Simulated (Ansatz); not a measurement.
**Ag: levels along high-symmetry lines**

```xyz
1
Lattice="0.0000 2.0431 2.0431 2.0431 0.0000 2.0431 2.0431 2.0431 0.0000" Properties=species:S:1:pos:R:3 pbc="T T T"
Ag    0.0000    0.0000    0.0000
```

Conventional cell: a = 4.086 Å, b = 4.086 Å, c = 4.086 Å, α = 90.00°, β = 90.00°, γ = 90.00°. Ag (atom 1) is surrounded by 12 Ag at 2.89 Å.

The cell is COD entry 9008459, as deposited and not checked against the literature; nothing was relaxed.

Method: Ansatz 0.2.0, DFT, PBE, all-electron LAPW, scalar-relativistic.

The runs use a Γ-centred 15×15×15 k mesh, Fermi–Dirac smearing of 0.05 eV, basis error target 1 meV/atom, no spin polarisation.

Points in fractions of the reciprocal vectors of this cell: Γ (0, 0, 0), X (0.5, 0, 0.5), U (0.625, 0.25, 0.625), K (0.375, 0.375, 0.75), L (0.5, 0.5, 0.5), W (0.5, 0.25, 0.75). The path joins them by straight lines in the order Γ–X–U–K–Γ–L–W–X; legs that retrace an earlier one aren't tabulated. Energies are in eV from the Fermi level.

(1) Metal or insulator at this level of theory?

(2) Tabulate bands 6 to 12, counted from the lowest band of the run, along the path.

Results:

(1) No gap opens: metallic or semimetallic.

(2) 
| k (1/Å) | point | band 6 | band 7 | band 8 | band 9 | band 10 | band 11 | band 12 |
| --- | --- | --- | --- | --- | --- | --- | --- | --- |
| 0.00 | Γ | -4.94 | -4.94 | -4.94 | -3.90 | -3.90 | 15.73 | 19.31 |
| 0.38 |  | -5.18 | -4.70 | -4.70 | -4.13 | -3.79 | 15.96 | 17.63 |
| 0.77 |  | -5.74 | -4.06 | -4.06 | -3.94 | -3.53 | 14.47 | 14.47 |
| 1.15 |  | -6.24 | -3.28 | -3.28 | -3.25 | -1.23 | 10.24 | 11.62 |
| 1.54 | X | -6.44 | -3.14 | -2.89 | -2.89 | 1.44 | 6.59 | 10.49 |
| 1.67 |  | -6.40 | -3.18 | -3.03 | -2.91 | 1.67 | 6.60 | 9.88 |
| 1.81 |  | -6.26 | -3.38 | -3.30 | -2.97 | 2.27 | 6.62 | 8.51 |
| 1.95 |  | -6.02 | -3.80 | -3.48 | -3.06 | 3.12 | 6.46 | 7.12 |
| 2.08 | U | -5.72 | -4.22 | -3.68 | -3.18 | 4.14 | 5.10 | 6.99 |
| 2.32 |  | -5.54 | -4.64 | -3.84 | -3.13 | 4.35 | 4.62 | 7.70 |
| 2.55 |  | -5.42 | -5.04 | -3.94 | -3.07 | 4.23 | 4.57 | 9.01 |
| 2.79 |  | -5.54 | -4.64 | -3.84 | -3.13 | 4.35 | 4.62 | 7.70 |
| 3.02 | K | -5.72 | -4.22 | -3.68 | -3.18 | 4.14 | 5.10 | 6.99 |
| 3.43 |  | -5.13 | -4.97 | -4.20 | -3.69 | 0.58 | 7.79 | 8.32 |
| 3.84 |  | -5.35 | -4.74 | -4.30 | -4.29 | -2.63 | 11.51 | 11.91 |
| 4.25 |  | -5.12 | -4.76 | -4.73 | -4.07 | -3.81 | 15.38 | 15.88 |
| 4.65 | Γ | -4.94 | -4.94 | -4.94 | -3.90 | -3.90 | 15.73 | 19.31 |
| 4.99 |  | -5.03 | -4.82 | -4.82 | -3.94 | -3.94 | 15.31 | 16.88 |
| 5.32 |  | -4.74 | -4.74 | -4.70 | -3.78 | -3.78 | 10.97 | 16.33 |
| 5.65 |  | -4.88 | -4.88 | -3.33 | -3.33 | -2.63 | 6.33 | 15.42 |
| 5.99 | L | -4.96 | -4.96 | -3.10 | -3.10 | -0.56 | 3.46 | 15.00 |
| 6.26 |  | -5.09 | -4.79 | -3.68 | -3.13 | 0.35 | 3.52 | 14.54 |
| 6.53 |  | -5.39 | -4.51 | -4.34 | -3.18 | 2.14 | 3.80 | 12.25 |
| 6.80 |  | -5.42 | -5.04 | -3.94 | -3.07 | 4.23 | 4.57 | 9.01 |
| 7.07 | W | -5.21 | -5.21 | -3.89 | -2.89 | 5.80 | 5.80 | 6.83 |
| 7.27 |  | -5.74 | -4.57 | -3.75 | -2.89 | 4.30 | 6.76 | 7.35 |
| 7.46 |  | -6.13 | -3.85 | -3.46 | -2.89 | 2.93 | 6.66 | 8.82 |
| 7.65 |  | -6.36 | -3.22 | -3.19 | -2.89 | 1.88 | 6.61 | 10.00 |
| 7.84 | X | -6.44 | -3.14 | -2.89 | -2.89 | 1.44 | 6.59 | 10.49 |
